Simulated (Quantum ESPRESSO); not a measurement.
Consider BeS (F-43m).

```xyz
2
Lattice="0.0000 2.4250 2.4250 2.4250 0.0000 2.4250 2.4250 2.4250 0.0000" Properties=species:S:1:pos:R:3 pbc="T T T"
S     3.6375    3.6375    3.6375
Be    0.0000    0.0000    0.0000
```

Absorber: atom 2, with 4 S at 2.10 Å (tetrahedral, site symmetry -43m). Method: Quantum ESPRESSO XSpectra, PBEsol, full core hole (charged cell), 12-atom cell with 5.9 Å between holes, 5×4×5 k points, dipole transitions, Lorentzian half width 0.3 eV up to 4 eV, rising linearly to 2.5 eV at 25 eV (counted from xe0, 1.3 eV below the zero used here).

The database entry behind the starting cell differs from later determinations by our own check (0.1 to 0.3 % short, probably kX units), so it need not match the best structure at ambient conditions.

**Question.** What does the Be K edge look like?

Main maxima up to 24 eV above the zero (height): 1.6 eV (3.06) and 11.4 eV (0.95). A K edge sees empty p states on the absorber. The total-energy difference plus the lowest empty eigenvalue puts the zero at 117.44 eV. One term is added: -4.47 eV, since the hole is spin-paired here and a spin-polarised one costs that much less in the free atom (computed apart). The photon energy is then 112.97 eV. The tabulated edge of the element is 111.5 eV. The functional and the charged cell's background leave an error in such absolute values: in the free atom PBEsol prices this hole 0.9 eV below PBE (computed apart), and PBE is itself good to a few eV.

The Be K spectrum (energy from the lowest empty level; intensity scaled to a mean of 1 over the first 20 eV; the points at xe0, where the cut of filled states can leave a spike, are interpolated):

| E (eV) | intensity |
| --- | --- |
| -2.0 | 0.06 |
| -1.5 | 0.08 |
| -1.0 | 0.12 |
| -0.5 | 0.19 |
| 0.0 | 0.39 |
| 0.5 | 0.95 |
| 1.0 | 2.10 |
| 1.5 | 2.96 |
| 2.0 | 2.65 |
| 2.5 | 2.00 |
| 3.0 | 1.77 |
| 3.5 | 1.36 |
| 4.0 | 1.09 |
| 4.5 | 0.91 |
| 5.0 | 0.86 |
| 5.5 | 0.87 |
| 6.0 | 0.87 |
| 6.5 | 0.90 |
| 7.0 | 0.89 |
| 7.5 | 0.86 |
| 8.0 | 0.83 |
| 8.5 | 0.81 |
| 9.0 | 0.81 |
| 9.5 | 0.83 |
| 10.0 | 0.86 |
| 10.5 | 0.91 |
| 11.0 | 0.94 |
| 11.5 | 0.94 |
| 12.0 | 0.92 |
| 12.5 | 0.88 |
| 13.0 | 0.86 |
| 13.5 | 0.83 |
| 14.0 | 0.79 |
| 14.5 | 0.75 |
| 15.0 | 0.72 |
| 15.5 | 0.70 |
| 16.0 | 0.68 |
| 16.5 | 0.68 |
| 17.0 | 0.67 |
| 17.5 | 0.65 |
| 18.0 | 0.64 |
| 18.5 | 0.62 |
| 19.0 | 0.60 |
| 19.5 | 0.58 |
| 20.0 | 0.57 |
| 20.5 | 0.56 |
| 21.0 | 0.55 |
| 21.5 | 0.55 |
| 22.0 | 0.55 |
| 22.5 | 0.55 |
| 23.0 | 0.56 |
| 23.5 | 0.57 |
| 24.0 | 0.58 |
| 24.5 | 0.59 |
| 25.0 | 0.60 |
| 25.5 | 0.60 |
| 26.0 | 0.61 |
| 26.5 | 0.61 |
| 27.0 | 0.60 |
| 27.5 | 0.60 |
| 28.0 | 0.59 |
| 28.5 | 0.58 |
| 29.0 | 0.58 |
| 29.5 | 0.58 |
| 30.0 | 0.58 |
| 30.5 | 0.58 |
| 31.0 | 0.57 |
| 31.5 | 0.56 |
| 32.0 | 0.54 |

The holes are only 5.9 Å apart, so the shape is probably not converged with cell size; no larger cell was run here. The structure is a published determination, not relaxed.

[Banner, clock and machine lines of the logs are left out without a mark of their own.]

[Logs are printed without paths, hosts, clocks, repeated set-up lines and the standing remarks that a program may print on its own settings, such as how far it seeks lower states.]

[Hosts, paths, dates, database ids (printed as entryN), source tags and the programs' standing remarks are cut or masked in the printed files.]

[Lists of maxima count a maximum above −3 eV only where it reaches 4 % of the highest in the window and stands out from its surroundings by 2 % of it (1.5 % where it reaches 55 %); shoulders and weaker maxima are passed over, and of the rest the first, up to two pre-edge ones and the few strongest are named.]
